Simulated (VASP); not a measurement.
# Te2Mo: lattice, stiffness and zone-centre modes, part 2 of 2

What lattice, stiffness and vibrations does Te2Mo have at one level of theory? The starting structure is a measured crystal structure from the Crystallography Open Database. All runs use LDA.

VASP 6.6.1.

So far. Step 2 (Relaxation): The relaxed cell holds 23.998 Å³ an atom, with a = 3.474 Å (-1.2 % against the database cell) and c = 13.774 Å (-1.4 % against the database cell). Pressures at 0.985 and 1.015 times this volume, from two more relaxations that aren't shown, give a bulk modulus of 40.7 GPa. Step 3 (Elastic constants): The elastic tensor has C11 = 140.4, C12 = 33.8, C44 = 26.5 GPa, among others; its Hill averages are a bulk modulus of 45.5 and a shear modulus of 36.6 GPa.

### Step 4. Modes of the relaxed cell

Level of this step: LDA; plane waves and PAW (Te, Mo_sv) (VASP).

Contents of INCAR:

```
SYSTEM = Te2Mo
PREC = Accurate
ENCUT = 500
EDIFF = 1E-08
NELM = 100
ISMEAR = 0
SIGMA = 0.03
LREAL = .FALSE.
ALGO = Normal
GGA = CA
NBANDS = 32
LASPH = .TRUE.
LORBIT = 11
LWAVE = .FALSE.
LCHARG = .FALSE.
KPAR = 8
IBRION = 8
LEPSILON = .TRUE.
LPEAD = .TRUE.
ISIF = 2
```

Contents of POSCAR:

```
Te2Mo
1.0
    3.4743136491      0.0000000000      0.0000000000
   -1.7371568246      3.0088438808      0.0000000000
    0.0000000000      0.0000000000     13.7741456922
Te Mo
4 2
Direct
    0.6666666667      0.3333333333      0.3806311886
    0.3333333333      0.6666666667      0.8806311886
    0.6666666667      0.3333333333      0.1193688114
    0.3333333333      0.6666666667      0.6193688114
    0.6666666667      0.3333333333      0.7500000000
    0.3333333333      0.6666666667      0.2500000000
```

Contents of KPOINTS:

```
Automatic mesh
0
Gamma
12 12 4
0 0 0
```

Potentials, in the order of the species: Te and Mo_sv (LDA family, release 64).

The run is started by

```sh
$ mpirun -np 8 vasp_std
```

The log of the run:

```text
[... set-up lines as in an earlier step ...]
 entering main loop
       N       E                     dE             d eps       ncg     rms          rms(c)
DAV:   1     0.413844847932E+03    0.41384E+03   -0.26600E+04  4168   0.142E+03
DAV:   2    -0.179451170988E+02   -0.43179E+03   -0.42206E+03  4400   0.352E+02
DAV:   3    -0.420873101141E+02   -0.24142E+02   -0.23640E+02  4752   0.698E+01
DAV:   4    -0.426144292365E+02   -0.52712E+00   -0.52595E+00  4248   0.105E+01
[...]
DAV:  16    -0.412647042336E+02    0.80267E-06   -0.15247E-06  4648   0.666E-03    0.155E-02
DAV:  17    -0.412647040589E+02    0.17463E-06   -0.65065E-07  4512   0.377E-03    0.290E-03
DAV:  18    -0.412647040494E+02    0.95297E-08   -0.26301E-08  3464   0.686E-04
   1 F= -.41264704E+02 E0= -.41264704E+02  d E =-.133993E-52
 Linear response reoptimize wavefunctions to high precision
DAV:   1    -0.412647040387E+02    0.10724E-07   -0.38268E-08  4232   0.950E-04
DAV:   2    -0.412647040388E+02   -0.83674E-10   -0.98081E-10  2392   0.187E-04
 Linear response to external field (no local field effect), progress :
[...]
RMM:  19    -0.688356315318E+00   -0.11157E-08   -0.43650E-08 26379   0.361E-05    0.407E-07
 first order change of Fermi-energy   0.35885E+00
 force on displaced ion       5 direction 1 : -14.698   0.002   0.000
 Born effective charge ion    5 direction 1 :  -3.307  -0.001   0.000
 Linear response progress:
  Degree of freedom:   4/  4
       N       E                     dE             d eps       ncg     rms          rms(c)
RMM:   1    -0.995337276544E+00   -0.99534E+00    0.72062E-01  4913   0.218E+01
RMM:   2    -0.819896836110E+00    0.17544E+00   -0.31706E-01  6303   0.285E+00    0.156E-01
RMM:   3    -0.825911367086E+00   -0.60145E-02   -0.21576E-02  7559   0.655E-01    0.787E-02
RMM:   4    -0.825349241212E+00    0.56213E-03   -0.22745E-04  8466   0.115E-01    0.411E-02
[...]
RMM:  15    -0.825133140500E+00    0.21452E-07    0.26332E-08  9038   0.573E-05    0.476E-06
RMM:  16    -0.825133162686E+00   -0.22186E-07    0.54236E-08  9318   0.488E-05    0.239E-06
RMM:  17    -0.825133167831E+00   -0.51449E-08    0.62709E-09  7587   0.443E-05    0.222E-06
 first order change of Fermi-energy  -0.13313E+00
 force on displaced ion       5 direction 3 :   0.000  -0.000 -22.059
 Born effective charge ion    5 direction 3 :   0.000  -0.000  -1.923
 Born effective charges drift removed
 Linear response finished
```

Elapsed: 11 min, on 8 MPI ranks of Intel Xeon 6975P-C (Granite Rapids), shared host; peak memory 20 GiB.

Parts of OUTCAR (step 4):

```text
  Total        0.0066476      0.0066476     -0.0047776     -0.0000000      0.0000000      0.0000000
  in kB        0.0739674      0.0739674     -0.0531599     -0.0000000      0.0000000      0.0000000
  external PRESSURE =       0.0315916 kB  Pullay stress =       0.0000000 kB

 POSITION                                       TOTAL-FORCE (eV/Angst)
 -----------------------------------------------------------------------------------
      1.73716      1.00295      5.24287         0.000000     -0.000000      0.002760
     -0.00000      2.00590     12.12994         0.000000     -0.000000      0.002760
      1.73716      1.00295      1.64420         0.000000     -0.000000     -0.002760
     -0.00000      2.00590      8.53128         0.000000     -0.000000     -0.002760
      1.73716      1.00295     10.33061         0.000000     -0.000000      0.000000
     -0.00000      2.00590      3.44354        -0.000000      0.000000      0.000000
 -----------------------------------------------------------------------------------
    total drift:                               -0.000000      0.000000     -0.000000

 MACROSCOPIC STATIC DIELECTRIC TENSOR (including local field effects in DFT)
 ------------------------------------------------------
          20.132208    -0.000000    -0.000000
          -0.000000    20.132208     0.000000
          -0.000000     0.000000    12.021142
 ------------------------------------------------------

 MACROSCOPIC STATIC DIELECTRIC TENSOR IONIC CONTRIBUTION
 ------------------------------------------------------
           1.883846    -0.000000    -0.000000
          -0.000000     1.883846    -0.000000
          -0.000000    -0.000000     0.432186
 ------------------------------------------------------

[... 2 further parts left out ...]
```

The zone-centre modes at 23.998 Å³ an atom are B1g (2) 296.1, A2u 289.6, A1g 177.9, B2u 174.5, E1g 121.1, E2u 118.7, B1g (1) 38.2, E2g 28.7 cm⁻¹.

### Step 5. Modes at 0.97 of that volume

Shape and positions were first relaxed at this volume, in a run that isn't shown.

INCAR is that of step 4.

Contents of POSCAR:

```
Te2Mo
1.0
    3.4534396953      0.0000000000      0.0000000000
   -1.7267198477      2.9907665065      0.0000000000
    0.0000000000      0.0000000000     13.5229268326
Te Mo
4 2
Direct
    0.6666666667      0.3333333333      0.3833055304
    0.3333333333      0.6666666667      0.8833055304
    0.6666666667      0.3333333333      0.1166944696
    0.3333333333      0.6666666667      0.6166944696
    0.6666666667      0.3333333333      0.7500000000
    0.3333333333      0.6666666667      0.2500000000
```

KPOINTS is that of step 4.

The run is started by

```sh
$ mpirun -np 8 vasp_std
```

The log of the run:

```text
[... set-up lines as in an earlier step ...]
 entering main loop
       N       E                     dE             d eps       ncg     rms          rms(c)
DAV:   1     0.418691643624E+03    0.41869E+03   -0.26648E+04  4160   0.143E+03
DAV:   2    -0.174088613261E+02   -0.43610E+03   -0.42594E+03  4416   0.355E+02
DAV:   3    -0.420139578167E+02   -0.24605E+02   -0.24197E+02  4656   0.710E+01
DAV:   4    -0.425756607675E+02   -0.56170E+00   -0.56020E+00  4296   0.108E+01
[...]
DAV:  18    -0.412460446000E+02    0.14919E-07   -0.35911E-08  3616   0.829E-04    0.311E-03
DAV:  19    -0.412460445865E+02    0.13510E-07   -0.57086E-08  3848   0.119E-03    0.354E-04
DAV:  20    -0.412460445857E+02    0.73305E-09   -0.65675E-09  2368   0.396E-04
   1 F= -.41246045E+02 E0= -.41246045E+02  d E =-.168158E-36
 Linear response reoptimize wavefunctions to high precision
DAV:   1    -0.412460445858E+02   -0.76398E-10   -0.10891E-09  2368   0.154E-04
DAV:   2    -0.412460445858E+02   -0.14552E-10   -0.27147E-10  2288   0.682E-05
 Linear response to external field (no local field effect), progress :
[...]
RMM:  18    -0.687332539068E+00   -0.38079E-08   -0.59120E-08 29149   0.221E-05    0.870E-07
 first order change of Fermi-energy  -0.94998E-01
 force on displaced ion       5 direction 1 : -14.936   0.001  -0.000
 Born effective charge ion    5 direction 1 :  -3.328  -0.001   0.000
 Linear response progress:
  Degree of freedom:   4/  4
       N       E                     dE             d eps       ncg     rms          rms(c)
RMM:   1    -0.996644679009E+00   -0.99664E+00    0.72909E-01  4929   0.217E+01
RMM:   2    -0.820858003501E+00    0.17579E+00   -0.31561E-01  6315   0.285E+00    0.157E-01
RMM:   3    -0.827045363794E+00   -0.61874E-02   -0.22332E-02  7571   0.655E-01    0.794E-02
RMM:   4    -0.826437195154E+00    0.60817E-03   -0.26690E-04  8390   0.115E-01    0.417E-02
[...]
RMM:  15    -0.826217670166E+00    0.40899E-07    0.10870E-07  8653   0.319E-05    0.628E-06
RMM:  16    -0.826217700362E+00   -0.30196E-07    0.51063E-08  8938   0.235E-05    0.290E-06
RMM:  17    -0.826217708549E+00   -0.81865E-08    0.39619E-08  7709   0.192E-05    0.129E-06
 first order change of Fermi-energy  -0.56630E+00
 force on displaced ion       5 direction 3 :  -0.000   0.000 -22.409
 Born effective charge ion    5 direction 3 :   0.000  -0.000  -2.090
 Born effective charges drift removed
 Linear response finished
```

Wall time 16 min (8 MPI ranks); peak memory 20 GiB; 2.2 h of CPU time.

OUTCAR, selected parts (step 5):

```text
  Total        1.2619093      1.2619093      1.2459289     -0.0000000     -0.0000000      0.0000000
  in kB       14.4755023     14.4755023     14.2921892     -0.0000000     -0.0000000      0.0000000
  external PRESSURE =      14.4143980 kB  Pullay stress =       0.0000000 kB

 POSITION                                       TOTAL-FORCE (eV/Angst)
 -----------------------------------------------------------------------------------
      1.72672      0.99692      5.18341        -0.000000      0.000000      0.001902
     -0.00000      1.99384     11.94488        -0.000000     -0.000000      0.001902
      1.72672      0.99692      1.57805        -0.000000      0.000000     -0.001902
     -0.00000      1.99384      8.33951        -0.000000     -0.000000     -0.001902
      1.72672      0.99692     10.14220         0.000000      0.000000      0.000000
     -0.00000      1.99384      3.38073        -0.000000     -0.000000      0.000000
 -----------------------------------------------------------------------------------
    total drift:                                0.000000     -0.000000      0.000000

 MACROSCOPIC STATIC DIELECTRIC TENSOR (including local field effects in DFT)
 ------------------------------------------------------
          20.587889    -0.000000     0.000000
          -0.000000    20.587889     0.000000
          -0.000000     0.000000    13.699519
 ------------------------------------------------------

 MACROSCOPIC STATIC DIELECTRIC TENSOR IONIC CONTRIBUTION
 ------------------------------------------------------
           1.939107    -0.000000     0.000000
          -0.000000     1.939107    -0.000000
           0.000000    -0.000000     0.521689
 ------------------------------------------------------

[... 1 part as in an earlier step ...]

[... 1 further part left out ...]
```

The symmetry labels of these modes could not be matched to those of the other runs. Unlabelled, the frequencies, but for the three nearest zero, run from 33.8 to 298.9 cm⁻¹.

### Step 6. Modes at 1.03 of that volume

Shape and positions were first relaxed at this volume, in a run that isn't shown.

INCAR is that of step 5.

Contents of POSCAR:

```
Te2Mo
1.0
    3.4892827020      0.0000000000      0.0000000000
   -1.7446413511      3.0218074609      0.0000000000
    0.0000000000      0.0000000000     14.0659032896
Te Mo
4 2
Direct
    0.6666666667      0.3333333333      0.3777398860
    0.3333333333      0.6666666667      0.8777398860
    0.6666666667      0.3333333333      0.1222601140
    0.3333333333      0.6666666667      0.6222601140
    0.6666666667      0.3333333333      0.7500000000
    0.3333333333      0.6666666667      0.2500000000
```

KPOINTS is that of step 5.

The run is started by

```sh
$ mpirun -np 8 vasp_std
```

The log of the run:

```text
[... set-up lines as in an earlier step ...]
 entering main loop
       N       E                     dE             d eps       ncg     rms          rms(c)
DAV:   1     0.411440498126E+03    0.41144E+03   -0.26520E+04  4200   0.141E+03
DAV:   2    -0.189013267356E+02   -0.43034E+03   -0.41976E+03  4424   0.351E+02
DAV:   3    -0.420798503788E+02   -0.23179E+02   -0.22709E+02  4672   0.693E+01
DAV:   4    -0.426175277402E+02   -0.53768E+00   -0.53568E+00  4352   0.106E+01
[...]
DAV:  16    -0.412513029545E+02    0.63050E-06   -0.11807E-06  4656   0.587E-03    0.129E-02
DAV:  17    -0.412513028190E+02    0.13545E-06   -0.53587E-07  4472   0.338E-03    0.199E-03
DAV:  18    -0.412513028119E+02    0.71368E-08   -0.20337E-08  3080   0.629E-04
   1 F= -.41251303E+02 E0= -.41251303E+02  d E =-.490523E-20
 Linear response reoptimize wavefunctions to high precision
DAV:   1    -0.412513028050E+02    0.68576E-08   -0.42483E-08  4224   0.969E-04
DAV:   2    -0.412513028051E+02   -0.10550E-09   -0.10265E-09  2336   0.192E-04
[...]
RMM:  21    -0.689225261575E+00   -0.64118E-08   -0.42507E-08 23530   0.419E-05    0.246E-06
 first order change of Fermi-energy   0.28241E-01
 force on displaced ion       5 direction 1 : -14.536   0.002   0.000
 Born effective charge ion    5 direction 1 :  -3.296  -0.002   0.000
 Linear response progress:
  Degree of freedom:   4/  4
       N       E                     dE             d eps       ncg     rms          rms(c)
RMM:   1    -0.994852449780E+00   -0.99485E+00    0.71425E-01  4918   0.216E+01
RMM:   2    -0.819632495429E+00    0.17522E+00   -0.31736E-01  6297   0.283E+00    0.154E-01
RMM:   3    -0.825618248661E+00   -0.59858E-02   -0.21694E-02  7550   0.650E-01    0.784E-02
RMM:   4    -0.825013929021E+00    0.60432E-03   -0.11820E-04  8420   0.113E-01    0.407E-02
[...]
RMM:  50    -0.824804365314E+00    0.63636E-08    0.59429E-07  3802   0.543E-05    0.156E-07
RMM:  51    -0.824804371638E+00   -0.63240E-08    0.48082E-07  3788   0.543E-05    0.151E-07
RMM:  52    -0.824804371705E+00   -0.67315E-10    0.54118E-07  3774   0.543E-05    0.148E-07
 first order change of Fermi-energy   0.84621E-04
 force on displaced ion       5 direction 3 :  -0.000  -0.000 -21.885
 Born effective charge ion    5 direction 3 :   0.000   0.000  -1.728
 Born effective charges drift removed
 Linear response finished
```

It took 14 min on 8 MPI ranks; peak memory 21 GiB.

OUTCAR, selected parts (step 6):

```text
  Total       -0.8774011     -0.8774011     -0.8914695      0.0000000     -0.0000000      0.0000000
  in kB       -9.4784689     -9.4784689     -9.6304482      0.0000000     -0.0000000      0.0000000
  external PRESSURE =      -9.5291287 kB  Pullay stress =       0.0000000 kB

 POSITION                                       TOTAL-FORCE (eV/Angst)
 -----------------------------------------------------------------------------------
      1.74464      1.00727      5.31325        -0.000000     -0.000000      0.000451
     -0.00000      2.01454     12.34620        -0.000000     -0.000000      0.000451
      1.74464      1.00727      1.71970        -0.000000     -0.000000     -0.000451
     -0.00000      2.01454      8.75265        -0.000000     -0.000000     -0.000451
      1.74464      1.00727     10.54943        -0.000000     -0.000000      0.000000
     -0.00000      2.01454      3.51648         0.000000      0.000000      0.000000
 -----------------------------------------------------------------------------------
    total drift:                                0.000000     -0.000000      0.000000

 MACROSCOPIC STATIC DIELECTRIC TENSOR (including local field effects in DFT)
 ------------------------------------------------------
          19.664710    -0.000000    -0.000000
          -0.000000    19.664710     0.000000
           0.000000     0.000000    10.490114
 ------------------------------------------------------

 MACROSCOPIC STATIC DIELECTRIC TENSOR IONIC CONTRIBUTION
 ------------------------------------------------------
           1.835353    -0.000000    -0.000000
          -0.000000     1.835353     0.000000
          -0.000000     0.000000     0.339609
 ------------------------------------------------------

[... 1 part as in an earlier step ...]

[... 1 further part left out ...]
```

The symmetry labels of these modes could not be matched to those of the other runs. Unlabelled, the frequencies, but for the three nearest zero, run from 23.9 to 294.5 cm⁻¹.

### Step 7. The runs compared

| run | volume (Å³/atom) | B1g (2) | A2u | A1g | B2u | E1g | E2u | B1g (1) | E2g | core minutes |
| --- | --- | --- | --- | --- | --- | --- | --- | --- | --- | --- |
| relaxation | 23.998 | - | - | - | - | - | - | - | - | 5.6 |
| elastic constants | 23.998 | - | - | - | - | - | - | - | - | 75.5 |
| modes of the relaxed cell | 23.998 | 296.1 | 289.6 | 177.9 | 174.5 | 121.1 | 118.7 | 38.2 | 28.7 | 85.7 |
| modes at 0.97 of that volume | 23.278 | - | - | - | - | - | - | - | - | 132.0 |
| modes at 1.03 of that volume | 24.718 | - | - | - | - | - | - | - | - | 113.0 |

Modes are in cm⁻¹, degenerate ones as one, matched by symmetry and order. A number in brackets counts the listed modes of one symmetry from the lowest. The symmetry labels come from an automatic analysis and can be wrong where levels nearly coincide. Levels within 1 cm⁻¹ of another in the first mode run are left out, since their labels are uncertain. Core minutes are wall time times ranks of the run shown, on a shared host.

### Step 8. Results

```
relaxed volume                : 24.00 Å³/atom
bulk modulus from two volumes : 40.7 GPa
Hill shear modulus            : 36.6 GPa
mode B1g (2)                  : 296.1 cm⁻¹
mode A2u                      : 289.6 cm⁻¹
mode A1g                      : 177.9 cm⁻¹
mode B2u                      : 174.5 cm⁻¹
mode E1g                      : 121.1 cm⁻¹
mode E2u                      : 118.7 cm⁻¹
mode B1g (1)                  : 38.2 cm⁻¹
mode E2g                      : 28.7 cm⁻¹
```

What this shows: At the LDA level Te2Mo relaxes to 24.00 Å³ an atom. The bulk modulus is 40.7 GPa from the pressures at two volumes and 45.5 GPa as the Hill average of the elastic tensor; in a crystal this anisotropic the average lies above the modulus under even pressure, since it is the mean of an upper and a lower bound. The bonds form layers, and no dispersion term is on, so the spacing, the stiffness across it and any mode in which layers move against each other are unreliable. The dielectric constants and Born charges in the logs aren't compared here; at a small gap they can be far off, and in a run without a gap they mean nothing. The frequencies are harmonic, and the splitting of polar modes by their long-range field is left out. All values are for a static lattice. Further runs on this material are not shown.

[Lines on the potential files, build, host, timing and source positions are cut from VASP's logs without a mark.]

[Logs are printed without paths, hosts, clocks, repeated set-up lines and the standing remarks that a program may print on its own settings, such as how far it seeks lower states.]

[Hosts, paths, dates, database ids (printed as entryN), source tags and the programs' standing remarks are cut or masked in the printed files.]
